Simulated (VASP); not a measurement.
# CdSe (series) (P6_3mc) in VASP: notebook

One crystal, CdSe (series), is run at these levels: PBE; tasks: single point.

All numbers are computed with VASP 6.6.1; they aren't measurements. Logs are shortened: lines on timing, memory, paths and dates and some standing lists are left out, and cuts for length are marked.

**The experiment to reproduce.**

A printed reference work, data compilation reports, for a bulk crystal of CdSe at 2 K: band gap 1.841 eV.

How close the calculation comes is told below.

## Step 1: Starting point

The structure is hexagonal, space group P6_3mc (No. 186). Conventional cell: a = 4.300 Å, b = 4.300 Å, c = 7.020 Å, α = 90.00°, β = 90.00°, γ = 120.00°. Around Cd (site symmetry 3m) lie 4 Se at 2.61 to 2.70 Å. Around Se (site symmetry 3m) lie 4 Cd at 2.61 to 2.70 Å.

## Step 2: Single point, PBE (cutoff)

The input, INCAR:

```
SYSTEM = CdSe
ALGO = Fast
EDIFF = 1E-6
ENCUT = 520
GGA = PE
ISIF = 2
ISMEAR = 0
LASPH = .True.
LCHARG = .False.
LREAL = .False.
LWAVE = .False.
NBANDS = 26
NELM = 100
PREC = Accurate
SIGMA = 0.02
```

The input, KPOINTS:

```
k-points
0
Gamma
  6 6 4
  0 0 0
```

The input, POSCAR:

```
CdSe
1.0
    4.3000000000      0.0000000000      0.0000000000
   -2.1500000000      3.7239092363      0.0000000000
    0.0000000000      0.0000000000      7.0200000000
Cd Se
2 2
Direct
    0.3333333333      0.6666666667      0.0000000000
    0.6666666667      0.3333333333      0.5000000000
    0.3333333333      0.6666666667      0.3850000000
    0.6666666667      0.3333333333      0.8850000000
```

Potentials or basis: VASP PAW PBE potentials, release 64 (Cd, Se).

On the command line:

```bash
> cat potpaw_PBE.64/Cd/POTCAR potpaw_PBE.64/Se/POTCAR > POTCAR
> mpirun -np 1 vasp_std > vasp.out
```

OUTCAR:

```text
SYSTEM = CdSe
   EDIFF = 1E-6
   ENCUT = 520
   GGA = PE
   ISIF = 2
   ISMEAR = 0
   LASPH = .True.
   LREAL = .False.
   NELM = 100
   PREC = Accurate

 ion  position               nearest neighbor table
   1  0.333  0.667  0.000-   4 2.61   4 2.61   4 2.61   3 2.70
   2  0.667  0.333  0.500-   3 2.61   3 2.61   3 2.61   4 2.70
   3  0.333  0.667  0.385-   2 2.61   2 2.61   2 2.61   1 2.70
   4  0.667  0.333  0.885-   1 2.61   1 2.61   1 2.61   2 2.70

  LATTYP: Found a hexagonal cell.
 ALAT       =     4.3000000000
 C/A-ratio  =     1.6325581395

  Lattice vectors:

 A1 = (   4.3000000000,   0.0000000000,   0.0000000000)
 A2 = (  -2.1500000000,   3.7239092363,   0.0000000000)
 A3 = (   0.0000000000,   0.0000000000,   7.0200000000)

Analysis of symmetry for initial positions (statically):
=====================================================================
 Subroutine PRICEL returns:
 Original cell was already a primitive cell.

 Routine SETGRP: Setting up the symmetry group for a
 hexagonal supercell.

 Subroutine GETGRP returns: Found 12 space group operations
 (whereof  6 operations were pure point group operations)
 out of a pool of 24 trial point group operations.

The static configuration has the point symmetry C_3v.
 The point group associated with its full space group is C_6v.

Analysis of symmetry for dynamics (positions and initial velocities):
=====================================================================
 Subroutine PRICEL returns:
 Original cell was already a primitive cell.

 Routine SETGRP: Setting up the symmetry group for a
 hexagonal supercell.

 Subroutine GETGRP returns: Found 12 space group operations
 (whereof  6 operations were pure point group operations)
 out of a pool of 24 trial point group operations.

The dynamic configuration has the point symmetry C_3v.
 The point group associated with its full space group is C_6v.

 Subroutine INISYM returns: Found 12 space group operations
 (whereof  6 operations are pure point group operations),
 and found     1 'primitive' translations

----------------------------------------------------------------------------------------

                                     Primitive cell

  volume of cell :     112.4099

  direct lattice vectors                    reciprocal lattice vectors
     4.300000000  0.000000000  0.000000000     0.232558140  0.134267504  0.000000000
    -2.150000000  3.723909236  0.000000000     0.000000000  0.268535009  0.000000000
     0.000000000  0.000000000  7.020000000     0.000000000  0.000000000  0.142450142

  length of vectors
     4.300000000  4.300000000  7.020000000     0.268535009  0.268535009  0.142450142

  position of ions in fractional coordinates (direct lattice)
     0.333333333  0.666666667  0.000000000
     0.666666667  0.333333333  0.500000000
     0.333333333  0.666666667  0.385000000
     0.666666667  0.333333333  0.885000000

  ion indices of the primitive-cell ions
   primitive index   ion index
                 1           1
                 2           2
                 3           3
                 4           4

----------------------------------------------------------------------------------------

 KPOINTS: k-points

Automatic generation of k-mesh.
 Grid dimensions read from file:
 generate k-points for:    6    6    4

 Generating k-lattice:

  Cartesian coordinates                     Fractional coordinates (reciprocal lattice)
     0.038759690  0.022377917  0.000000000     0.166666667  0.000000000  0.000000000
     0.000000000  0.044755835  0.000000000     0.000000000  0.166666667  0.000000000
     0.000000000  0.000000000  0.035612536     0.000000000  0.000000000  0.250000000

  Length of vectors
     0.044755835  0.044755835  0.035612536

  Shift w.r.t. Gamma in fractional coordinates (k-lattice)
     0.000000000  0.000000000  0.000000000

 Subroutine IBZKPT returns following result:
 ===========================================

 Found     21 irreducible k-points:

 Following reciprocal coordinates:
            Coordinates               Weight
  0.000000  0.000000  0.000000      1.000000
  0.166667 -0.000000  0.000000      6.000000
  0.333333 -0.000000  0.000000      6.000000
  0.500000 -0.000000  0.000000      3.000000
  0.166667  0.166667  0.000000      6.000000
  0.333333  0.166667  0.000000     12.000000
[... 13 lines left out ...]
  0.333333  0.166667  0.500000     12.000000
  0.333333  0.333333  0.500000      2.000000
   k-points           NKPTS =     21   k-points in BZ     NKDIM =     21   number of bands    NBANDS=     26
   number of dos      NEDOS =    301   number of ions     NIONS =      4
   total plane-waves  NPLWV =  55296
   dimension x,y,z NGX =    32 NGY =   32 NGZ =   54
   dimension x,y,z NGXF=    64 NGYF=   64 NGZF=  108
   ions per type =               2   2
   NGX,Y,Z   is equivalent  to a cutoff of  12.37, 12.37, 12.79 a.u.
   NGXF,Y,Z  is equivalent  to a cutoff of  24.74, 24.74, 25.58 a.u.
 SYSTEM =  CdSe
   PREC   = accura    normal or accurate (medium, high low for compatibility)
   ISTART =      0    job   : 0-new  1-cont  2-samecut
   ICHARG =      2    charge: 1-file 2-atom 10-const
   ISPIN  =      1    spin polarized calculation?
   LNONCOLLINEAR =      F non collinear calculations
   LSORBIT =      F    spin-orbit coupling
   LASPH  =      T    aspherical Exc in radial PAW
   ENCUT  =  520.0 eV  38.22 Ry    6.18 a.u.   8.00  8.00 13.05*2*pi/ulx,y,z
   NELM   =    100;   NELMIN=  2; NELMDL= -5     # of ELM steps
   EDIFF  = 0.1E-05   stopping-criterion for ELM
[... 8 lines left out ...]
   TEBEG  =    0.0;   TEEND  =   0.0 temperature during run
   PSTRESS=    0.0 pullay stress
   NELECT =      36.0000    total number of electrons
   NUPDOWN=      -1.0000    fix difference up-down
   EMIN   =  10.00;   EMAX   =-10.00  energy-range for DOS
   EFERMI =   0.00;   METHOD = LEGACY
   ISMEAR =     0;   SIGMA  =   0.02  broadening in eV -4-tet -1-fermi 0-gaus
   EFERMI_NEDOS =   21; number of points for ismear=-14 and -15
   IALGO  =     68    algorithm
   IMIX   =      4    mixing-type and parameters
     AMIX     =   0.40;   BMIX     =  1.00
     AMIX_MAG =   1.60;   BMIX_MAG =  1.00
  volume/ion in A,a.u.               =      28.10       189.64
  Fermi-wavevector in a.u.,A,eV,Ry     =   1.120059  2.116604 17.068937  1.254531
  Thomas-Fermi vector in A             =   2.256702
   LORBIT       =      0    0 simple, 1 ext, 2 COOP (PROOUT), +10 PAW based schemes
   GGA     = PE    functional components
   LHFCALC =     F    Hartree Fock is set to
   AEXX    =    0.0000 exact exchange contribution
   IVDW    =     0    specifies the selected vdW correction
   LEPSILON=     F    determine dielectric tensor
   LRPA    =     F    only Hartree local field effects (RPA)
 non-spin polarized calculation
 RMM-DIIS sequential band-by-band and
 Gauss-broadening in eV      SIGMA  =   0.02
  energy-cutoff  :      520.00
  volume of cell :      112.41
 maximum number of plane-waves:      3042
 NGX is ok and might be reduce to    32
   NGX = 15   NGY = 15   NGZ = 27

 number of electron      35.9999998 magnetization

 Free energy of the ion-electron system (eV)
  ---------------------------------------------------
  ext. energy  EPLUGINS =         0.00000000
  ---------------------------------------------------
  free energy    TOTEN  =       -10.90127441 eV

  energy without entropy =      -10.90127441  energy(sigma->0) =      -10.90127441

 E-fermi :   1.0858     XC(G=0):  -8.8814

 val. band max:        0.9379468407   @ k =   0.0000   0.0000   0.0000
 cond. band min:       1.6397854467   @ k =   0.0000   0.0000   0.0000
 fundamental gap:      0.7018386060
 Fermi energy:         1.0857519575

 k-point     1 :       0.0000    0.0000    0.0000
  band No.  band energies     occupation
      1     -11.6564      2.00000
      2     -11.2902      2.00000
      3      -6.9990      2.00000
      4      -6.9990      2.00000
      5      -6.9435      2.00000
      6      -6.9435      2.00000
[... 18 lines left out ...]
     25       7.9288      0.00000
     26       8.6668      0.00000

 k-point     2 :       0.1667   -0.0000    0.0000
  band No.  band energies     occupation
      1     -11.5721      2.00000
      2     -11.2500      2.00000
      3      -6.9646      2.00000
      4      -6.9503      2.00000
      5      -6.9027      2.00000
      6      -6.8995      2.00000
[... 18 lines left out ...]
     25       8.1941      0.00000
     26       8.5826      0.00000

 k-point     3 :       0.3333   -0.0000    0.0000
  band No.  band energies     occupation
      1     -11.3890      2.00000
      2     -11.1811      2.00000
      3      -6.9062      2.00000
      4      -6.8971      2.00000
      5      -6.8112      2.00000
      6      -6.7799      2.00000
[... 18 lines left out ...]
     25       8.7994      0.00000
     26       9.1590      0.00000

 k-point     4 :       0.5000   -0.0000    0.0000
  band No.  band energies     occupation
      1     -11.2798      2.00000
      2     -11.1630      2.00000
      3      -6.8849      2.00000
      4      -6.8846      2.00000
      5      -6.7687      2.00000
      6      -6.7129      2.00000
[... 18 lines left out ...]
     25       8.8456      0.00000
     26      10.5505      0.00000
[... 409 lines left out ...]
      1     -11.3118      2.00000
      2     -11.3118      2.00000
      3      -6.8875      2.00000
      4      -6.8875      2.00000
      5      -6.8575      2.00000
      6      -6.8575      2.00000
[... 18 lines left out ...]
     25       8.5277      0.00000
     26       8.5277      0.00000

 k-point    20 :       0.3333    0.1667    0.5000
  band No.  band energies     occupation
      1     -11.2153      2.00000
      2     -11.2153      2.00000
      3      -6.8411      2.00000
      4      -6.8411      2.00000
      5      -6.8217      2.00000
      6      -6.8217      2.00000
[... 18 lines left out ...]
     25       8.9429      0.00000
     26       8.9429      0.00000

 k-point    21 :       0.3333    0.3333    0.5000
  band No.  band energies     occupation
      1     -11.1839      2.00000
      2     -11.1839      2.00000
      3      -6.8218      2.00000
      4      -6.8218      2.00000
      5      -6.8099      2.00000
      6      -6.8099      2.00000
[... 18 lines left out ...]
     25       9.7057      0.00000
     26       9.8486      0.00000

------------------------ aborting loop because EDIFF is reached ----------------------------------------

  FORCE on cell =-STRESS in cart. coord.  units (eV):
  Direction    XX          YY          ZZ          XY          YZ          ZX
  --------------------------------------------------------------------------------------
  -------------------------------------------------------------------------------------
  Total        2.8482822      2.8482822      1.3574527      0.0000000     -0.0000000      0.0000000
  in kB       40.5965330     40.5965330     19.3477568      0.0000000     -0.0000000      0.0000000
  external PRESSURE =      33.5136076 kB  Pullay stress =       0.0000000 kB

 VOLUME and BASIS-vectors are now :
 -----------------------------------------------------------------------------
  energy-cutoff  :      520.00
  volume of cell :      112.41
      direct lattice vectors                 reciprocal lattice vectors
     4.300000000  0.000000000  0.000000000     0.232558140  0.134267504  0.000000000
    -2.150000000  3.723909236  0.000000000     0.000000000  0.268535009  0.000000000
     0.000000000  0.000000000  7.020000000     0.000000000  0.000000000  0.142450142

 POSITION                                       TOTAL-FORCE (eV/Angst)
 -----------------------------------------------------------------------------------
     -0.00000      2.48261      0.00000        -0.000000      0.000000      0.292331
      2.15000      1.24130      3.51000         0.000000      0.000000      0.292331
     -0.00000      2.48261      2.70270         0.000000      0.000000     -0.292331
      2.15000      1.24130      6.21270        -0.000000      0.000000     -0.292331
 -----------------------------------------------------------------------------------
    total drift:                               -0.000000     -0.000000      0.000069

  FREE ENERGIE OF THE ION-ELECTRON SYSTEM (eV)
  ---------------------------------------------------
  free  energy   TOTEN  =       -10.9012744063 eV

  energy  without entropy=      -10.9012744063  energy(sigma->0) =      -10.90127441
```

Run time: 48 s. Hardware: 1 thread of Intel Xeon Platinum 8259CL at 2.50GHz (Skylake/Cascade Lake), shared host; peak memory 0.25 GiB.

Results:

| Item | Value |
| --- | --- |
| Free energy | -10.9013 eV |
| Pressure | 3.4 GPa |
| Largest force | 0.292 eV/Å |
| Band gap on the k mesh | 0.70 eV, direct |

Forces in eV/Å, atoms in the order of the input:
```
Cd   0.000  0.000  0.292
Cd   0.000  0.000  0.292
Se   0.000  0.000 -0.292
Se   0.000  0.000 -0.292
```

## Step 3: Single point, PBE

The input, INCAR:

```
PREC = Accurate
ENCUT = 520
EDIFF = 1E-6
ISMEAR = 0
SIGMA = 0.02
LREAL = False
LASPH = True
NELM = 100
ALGO = Fast
ISIF = 2
LWAVE = False
LCHARG = False
GGA = PE
NBANDS = 26
```

The input, KPOINTS:

```
regular mesh
0
Gamma
  9 9 6
```

POSCAR is that of step 2.

Potentials or basis: VASP PAW PBE potentials, release 64 (Cd, Se).

On the command line:

```bash
> cat potpaw_PBE.64/Cd/POTCAR potpaw_PBE.64/Se/POTCAR > POTCAR
> mpirun -np 1 vasp_std > vasp.out
```

Run time: 1.7 min. Hardware: 1 thread of Intel Xeon Platinum 8259CL at 2.50GHz (Skylake/Cascade Lake), shared host; peak memory 0.3 GiB.

It converged, with:

* Free energy: -10.9061 eV
* Pressure: 3.3 GPa
* Largest force: 0.291 eV/Å
* Band gap on the k mesh: 0.70 eV, direct

Forces on the atoms (eV/Å):
```
Cd   0.000  0.000  0.291
Cd   0.000  0.000  0.291
Se   0.000  0.000 -0.291
Se   0.000  0.000 -0.291
```

Stress tensor (GPa, compression positive):
```
4.04 0.00 0.00
0.00 4.04 0.00
0.00 0.00 1.95
```

Levels at points of the mesh, in eV from the valence-band top:
```
           k point  band 16  band 17  band 18  band 19  band 20  band 21
(0.00, 0.00, 0.00)    -0.01     0.00     0.00     0.70     2.12     5.88
(0.00, 0.00, 0.50)    -0.37    -0.37    -0.37     2.34     2.34     5.83
```

## Step 4: Comparison with measurements

Step 3. Against the measured gap of CdSe, 1.841 eV (2 K; a printed reference work, data compilation), the calculated 0.70 eV is off by -1.14 eV. So large a miss can be the level of theory's own, or it may mean another phase, state or a wrong row. Spin-orbit coupling on Cd, Se is left out. The value is that of PBE, without temperature or zero-point motion. Semilocal functionals fall short of measured gaps as a rule.
